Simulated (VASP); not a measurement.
Wanted: the native input for a VASP 6.6.1 run.

```
Task                   : single point
Functional             : r2SCAN
Potentials or basis    : VASP PAW PBE potentials, release 64 (K_pv)
Cutoff                 : 900 eV
k mesh                 : 12 × 12 × 12
Occupations            : fermi-dirac, width 0.05 eV
Spin                   : no spin polarisation
Further INCAR settings : ADDGRID = False; ALGO = Normal; EDIFF = 1e-08; NBANDS = 10
```

The structure of K lies in POSCAR:

```
K
1.0
   -2.6975585167      2.6975585167      2.6975585167
    2.6975585167     -2.6975585167      2.6975585167
    2.6975585167      2.6975585167     -2.6975585167
K
1
Direct
    0.0000000000      0.0000000000      0.0000000000
```

The input as run:

INCAR

```
SYSTEM = K
ADDGRID = .False.
ALGO = Normal
EDIFF = 1E-8
ENCUT = 900
ISIF = 2
ISMEAR = -1
LASPH = .True.
LCHARG = .False.
LMIXTAU = .True.
LREAL = .False.
LWAVE = .False.
METAGGA = R2SCAN
NBANDS = 10
NELM = 100
PREC = Accurate
SIGMA = 0.05
```

KPOINTS

```
k-points
0
Gamma
  12 12 12
  0 0 0
```

Potentials or basis: VASP PAW PBE potentials, release 64 (K_pv).

Command:

```console
$ cat potpaw_PBE.64/K_pv/POTCAR > POTCAR
$ mpirun -np 1 vasp_std > vasp.out
```

Results of the run:

The pressure is -0.1 GPa and the band gap on the k mesh is none (metal or under the smearing width).

Caveat: the PAW data sets were made with another functional, which shifts forces and pressure a little.

Run time: 8.2 min on 1 thread of Intel(R) Xeon(R) Platinum 8559C (Emerald Rapids), on a shared host, peak memory 0.43 GiB.
